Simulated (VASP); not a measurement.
The system is HgTe (Coloradoite).

```
Hg Te
1.0
     0.00000    3.21450    3.21450
     3.21450    0.00000    3.21450
     3.21450    3.21450    0.00000
Hg Te
1 1
Direct
  0.00000 0.00000 0.00000
  0.75000 0.75000 0.75000
```

```yaml
Program: VASP 6.6.1
Task: relaxation of cell and atoms
Functional: PBE
Potentials_or_basis: VASP PAW PBE potentials, release 64 (Hg, Te)
Cutoff: 600 eV
k_mesh: 7 × 7 × 7
Occupations: fermi-dirac, width 0.05 eV
Spin: no spin polarisation
```

At the start: pressure 4.7 GPa; volume 33.22 Å³/atom.

Task: How do energy, volume and symmetry change on relaxing?

Result: Over 3 steps the energy falls by 47.6 meV/atom and the volume is 36.83 Å³/atom (+10.9 %); space group F-43m (No. 216, to 0.05 Å).

Step by step:
| step | energy change (eV) | largest force (eV/Å) | pressure (GPa) | volume (Å³) |
| --- | --- | --- | --- | --- |
| 1 | 0.0000 | 0.0000 | 4.66 | 66.43 |
| 2 | -0.0870 | 0.0000 | -1.03 | 76.16 |
| 3 | -0.0952 | 0.0000 | 0.02 | 73.66 |

Final structure:
```
CELL_PARAMETERS angstrom
0.00000 3.32718 3.32718
3.32718 0.00000 3.32718
3.32718 3.32718 0.00000
ATOMIC_POSITIONS crystal
Hg 0.00000 0.00000 0.00000
Te 0.75000 0.75000 0.75000
```

Caveat: the volume moved by +11 % from the deposited cell, more than functionals usually miss.
